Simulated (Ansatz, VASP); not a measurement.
One calculation of Ti, two programs

```
Ti
1.0
    -1.64100    1.64100    1.64100
     1.64100   -1.64100    1.64100
     1.64100    1.64100   -1.64100
Ti
1
Cartesian
  0.0000 0.0000 0.0000
```

This isn't the form of Ti at room conditions, which is hcp.

Alike in both runs: task single point; functional LDA; k mesh 20 × 20 × 20; occupations gaussian, width 0.15 eV; no spin polarisation.

```csv
,VASP,Ansatz
version,VASP 6.6.1,Ansatz 0.2.0
potentials or method,"VASP PAW LDA potentials, release 64 (Ti_sv)","scalar-relativistic, plane waves, PAW"
plane-wave cutoff (eV),520,420
valence electrons in the cell,12,12
```

|  | VASP | Ansatz | Ansatz less VASP |
| --- | --- | --- | --- |
| gap on the k mesh at the Fermi level (eV) | none | none | - |
| pressure (GPa) | -10.8 | -10.8 | +0.03 |

A gap of «none» marks a metal or a gap that the smearing closes.
